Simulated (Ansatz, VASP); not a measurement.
## Two plane-wave programs on CdF2

Contents of INCAR:

```
SYSTEM = CdF2
PREC = Accurate
ENCUT = 520
EDIFF = 1E-7
ISMEAR = -1
SIGMA = 0.05
LREAL = .False.
LASPH = .True.
NELM = 80
ALGO = Normal
ISIF = 2
LWAVE = .False.
LCHARG = .False.
GGA = PE
NBANDS = 20
```

Contents of KPOINTS:

```
regular mesh
0
Gamma
  9 9 9
  0 0 0
```

The input POSCAR:

```
CdF2
1.0
    0.0000000000      2.6940000000      2.6940000000
    2.6940000000      0.0000000000      2.6940000000
    2.6940000000      2.6940000000      0.0000000000
Cd F
1 2
Direct
    0.0015780000     -0.0004940000      0.0101050000
    0.7652150000      0.7526630000      0.7491490000
    0.2746410000      0.2377590000      0.2370220000
```

The input input.yaml:

```yaml
crystal:
  lattice:
    - [0.0, 2.694, 2.694]
    - [2.694, 0.0, 2.694]
    - [2.694, 2.694, 0.0]
  atoms:
    - { symbol: Cd, position: [0.001578, -0.000494, 0.010105] }
    - { symbol: F, position: [0.765215, 0.752663, 0.749149] }
    - { symbol: F, position: [0.274641, 0.237759, 0.237022] }
hamiltonian:
  xc: pbe
  pseudopotentials: { kind: paw }
kpoints:
  mp_grid: { grid: [9, 9, 9] }
scf:
  occupations: { method: fermi_dirac, width: 0.05 }
output:
  forces: true
  stress: true
  eigenvalues: true
  write_density: true
  write_potential: true
  elf: true
  volumetric_format: npy
```

Change from the starting cell: atoms moved at random, drawn with an rms of 0.05 Å.

Alike in both runs: task single point; functional PBE; k mesh 9 × 9 × 9; occupations fermi-dirac, width 0.05 eV; no spin polarisation.

|  | VASP | Ansatz |
| --- | --- | --- |
| version | VASP 6.6.1 | Ansatz 0.2.0 |
| potentials or method | VASP PAW PBE potentials, release 64 (Cd, F) | Ansatz PAW |
| plane-wave cutoff (eV) | 520 | 420 |
| valence electrons in the cell | 26 | 34 |

|  | VASP | Ansatz | Ansatz less VASP |
| --- | --- | --- | --- |
| gap on the k mesh at the Fermi level (eV) | 3.08 | 3.12 | +0.033 |
| least direct gap on the mesh (eV) | 3.51 | 3.54 | +0.031 |
| pressure (GPa) | 6.6 | 5.8 | -0.76 |
| largest component of the traceless stress (GPa) | 0.87 | 0.74 | -0.132 |
| rms of the force components (eV/Å) | 0.209 | 0.193 | -0.0155 |

Atom by atom the forces differ by 0.017 eV/Å (rms over components). The two sets of potentials don't hold the same shells in valence.

Caveats: an odd mesh through Γ misses points on the zone boundary, where band edges often lie (VASP); odd divisions of the mesh miss points on the zone boundary, where band edges often lie, so the gap on the mesh can be too wide (Ansatz); the pressure holds a Pulay correction of +0.7 GPa for the finite cutoff (Ansatz).
